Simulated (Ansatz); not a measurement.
# Mn3Sb in Ansatz: convergence with smearing width

Input of the first run (smearing width 0.3 eV); the others differ in this setting and in those tied to it:

input.yaml

```yaml
crystal:
  lattice:
    - [3.813382, 0.0, 0.0]
    - [0.0, 3.813382, 0.0]
    - [0.0, 0.0, 3.813382]
  atoms:
    - { symbol: Sb, position: [0.0, 0.0, 0.0] }
    - { symbol: Mn, position: [0.5, 0.0, 0.5], spin: 4.0 }
    - { symbol: Mn, position: [0.5, 0.5, 0.0], spin: 4.0 }
    - { symbol: Mn, position: [0.0, 0.5, 0.5], spin: 4.0 }
hamiltonian:
  xc: pbesol
  pseudopotentials: { kind: paw }
magnetization:
  spin_polarized: true
kpoints:
  mp_grid: { grid: [6, 6, 6] }
scf:
  occupations: { method: methfessel_paxton, width: 0.3 }
output:
  forces: true
  stress: true
  eigenvalues: true
```

Potentials or basis: Ansatz PAW.

Run with:

```bash
$ ansatz run input.yaml --threads 2 --pin off --max-ram 5632MiB --backend cpu --events-out ev --progress --plain --runs-dir out
```

The cell comes from a database or a generator and needn't be the stable form of this composition.

Hardware: 2 threads of Arm Neoverse V1, with other jobs on the host.

The values tried are 0.3 eV, 0.2 eV, 0.15 eV, 0.1 eV, 0.05 eV, 0.025 eV, 0.01 eV, 0.005 eV, loosest first. From which on does the pressure stay within 0.1 GPa of the tightest run that finished?

From 0.15 eV on.

```
smearing width  energy less the tightest run, at zero smearing (meV/atom)  pressure (GPa)  absolute moment (μB)  SCF cycles  CPU time (s)  peak memory (GiB)
        0.3 eV                                                       0.07           -7.98                  6.34          16            14               0.42
        0.2 eV                                                       0.04           -7.89                  6.35          14            12               0.42
       0.15 eV                                                       0.08           -7.81                  6.37          14            12               0.42
        0.1 eV                                                       0.03           -7.76                  6.39          13            12               0.42
       0.05 eV                                                      -0.04           -7.74                  6.39          12            12               0.42
      0.025 eV                                                      -0.02           -7.76                  6.39          13            11               0.42
       0.01 eV                                                      -0.01           -7.75                  6.39          12            12               0.42
      0.005 eV                                                       0.00           -7.75                  6.39          12            12               0.42
```

Against the tightest run, the energy stays within 1 meV/atom from 0.3 eV on; the absolute moment stays within 0.02 μB from 0.15 eV on. Narrower smearing needs a denser k mesh, so at a fixed mesh the narrowest width isn't the most accurate. The tightest run that finished is the yardstick and may itself not be fully converged.

Caveat, for the tightest run too: only a ferromagnetic start was run, and an antiferromagnetic order may lie lower in energy; the PAW data sets come from PBE, with cores solved anew for the run's functional, which leaves a small shift of forces and pressure. The run has no spin-orbit coupling, so splittings on Sb are missing.
